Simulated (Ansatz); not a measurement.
# AlN under strain: ²⁷Al NMR of the central transition

Cell: a structure deposited in the COD, relaxed with PBE at fixed cell and then changed (z compressed by 1 %, ions relaxed).

```
CELL_PARAMETERS angstrom
3.11000 0.00000 0.00000
-1.55500 2.69334 0.00000
0.00000 0.00000 4.93020
ATOMIC_POSITIONS crystal
Al 0.66667 0.33333 0.99904
Al 0.33333 0.66667 0.49904
N 0.66667 0.33333 0.38296
N 0.33333 0.66667 0.88296
```

Sites (sets of like atoms) are named by element and the number of their first atom in this list.

Method: Kohn–Sham DFT in Ansatz, PBE, plane waves and PAW, scalar-relativistic, 420 eV cutoff, Γ-centred 11×11×6 k-points, Fermi–Dirac smearing 0.02 eV.

²⁷Al has I = 5/2 and Q = 146.6 mb (Pyykkö 2018); at 9.4 T its Larmor frequency is ν₀ = 104.4 MHz. Only the quadrupole interaction is simulated: positions count from each site's isotropic chemical shift, and J coupling is left out, as are shift anisotropy and dipolar coupling, which fast spinning averages.

Question: Simulate the second-order pattern (fast magic-angle spinning, Gaussian broadening 0.01 kHz) of site Al (4 N at 1.88–1.89 Å; also 1 N at 3.04 Å).

Answer: The calculation gives C_Q = 1.82 MHz and η = 0.00, so ν_Q = 0.272 MHz and the centre of gravity lies at -1.82 ppm (-0.189 kHz).

offset (kHz), height and a bar:
```
  -0.4940          0 
  -0.4824          0 
  -0.4708          3 #
  -0.4592          4 #
  -0.4476          4 #
  -0.4360          4 #
  -0.4243          5 #
  -0.4127          5 #
  -0.4011          5 #
  -0.3895          5 #
  -0.3779          5 #
  -0.3663          5 ##
  -0.3547          5 ##
  -0.3431          5 ##
  -0.3315          6 ##
  -0.3199          6 ##
  -0.3083          8 ##
  -0.2967         68 ####################
  -0.2851         69 #####################
  -0.2735         47 ##############
  -0.2619         40 ############
  -0.2503         36 ###########
  -0.2387         34 ##########
  -0.2271         32 ##########
  -0.2155         32 ##########
  -0.2039         31 #########
  -0.1923         31 #########
  -0.1807         31 #########
  -0.1691         32 ##########
  -0.1575         33 ##########
  -0.1459         34 ##########
  -0.1343         36 ###########
  -0.1227         38 ############
  -0.1111         42 #############
  -0.0995         49 ###############
  -0.0879         61 ##################
  -0.0763        100 ##############################
  -0.0647         66 ####################
  -0.0531          1 
  -0.0415          0
```

An axis of threefold or higher order runs through Al, so V_zz lies along it and η is zero.

At this changed cell the PBE pressure is 6 GPa.

The relaxation (4 steps) took 11 s of wall time (11 s of CPU time) and 0.43 GiB at its peak, on 1 thread of Intel Xeon Platinum 8259CL CPU @ 2.50GHz (Skylake/Cascade Lake) (x86_64; 16 cores open to the job, memory cap 3.0 GiB, no GPU), a shared host with a load of 0.4 a core.
